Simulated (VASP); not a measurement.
The system is CdGeAs2.

```
Cd As Ge
1.0
    -2.98887    2.98887    5.66430
     2.98887   -2.98887    5.66430
     2.98887    2.98887   -5.66430
Cd As Ge
2 4 2
Direct
  0.50000 0.50000 0.00000
  0.25000 0.75000 0.50000
  0.09622 0.12500 0.47122
  0.37500 0.90378 0.02878
  0.65378 0.62500 0.52878
  0.87500 0.34622 0.97122
  0.75000 0.25000 0.50000
  0.00000 0.00000 0.00000
```

The cell is a database's computed one.

Base run:

```yaml
Program: VASP 6.6.1
Functional: r2SCAN
Potentials_or_basis: VASP PAW PBE potentials, release 64 (Cd, As, Ge_d)
Cutoff: 520 eV
k_mesh: 6 × 6 × 6
Occupations: gaussian, width 0.02 eV
Spin: no spin polarisation
```

Its results: band gap on the k mesh 0.08 eV, direct.

Problem. After a change of settings the same cell gave: band gap on the k mesh 0.54 eV, direct. Which change was it?
A. functional from r2SCAN to TB-mBJ
B. functional from r2SCAN to PBE; further incar settings from ALGO = Normal; EDIFF = 1e-06; NBANDS = 46 to ALGO = Fast; EDIFF = 1e-06; NBANDS = 46
C. functional from r2SCAN to PBEsol; further incar settings from ALGO = Normal; EDIFF = 1e-06; NBANDS = 46 to ALGO = Fast; EDIFF = 1e-06; NBANDS = 46

Solution. A.
